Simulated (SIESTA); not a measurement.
Crystal: CaF2 (Fluorite).

```
Ca F
1.0
     0.00000    2.73100    2.73100
     2.73100    0.00000    2.73100
     2.73100    2.73100    0.00000
Ca F
1 2
Direct
  0.00000 0.00000 0.00000
  0.75000 0.75000 0.75000
  0.25000 0.25000 0.25000
```

Base run:

| Item | Value |
| --- | --- |
| Program | SIESTA 5.4.2 |
| Functional | PBE |
| Potentials or basis | PseudoDojo 0.4 standard (PBE files) |
| Basis | DZP (energy shift 0.003 Ry; two zetas on semicore shells; d shell added on Ca) |
| Grid cutoff | 800 Ry |
| Energy shift | 0.003 Ry |
| k mesh | 8 × 8 × 8 |
| Occupations | fermi-dirac, width 0.05 eV |
| Spin | no spin polarisation |

Its results: band gap on the k mesh 7.32 eV, indirect (least direct gap 7.57 eV); pressure 2.3 GPa.

Problem. After a change of settings the same cell gave: band gap on the k mesh 7.54 eV, indirect (least direct gap 7.80 eV); pressure 5.5 GPa. Which change was it?
A. functional from PBE to vdW-DF2
B. basis from DZP (energy shift 0.003 Ry; two zetas on semicore shells; d shell added on Ca) to DZDP (energy shift 0.003 Ry; two zetas on semicore shells; d shell added on Ca)
C. functional from PBE to vdW-DF
D. basis from DZP (energy shift 0.003 Ry; two zetas on semicore shells; d shell added on Ca) to TZP (energy shift 0.003 Ry; two zetas on semicore shells; d shell added on Ca)

Solution. C.

Caveats: the basis of atomic orbitals isn't converged, which shifts pressures, moduli and gaps; the potentials were made for another functional, which shifts forces and pressure (some runs).
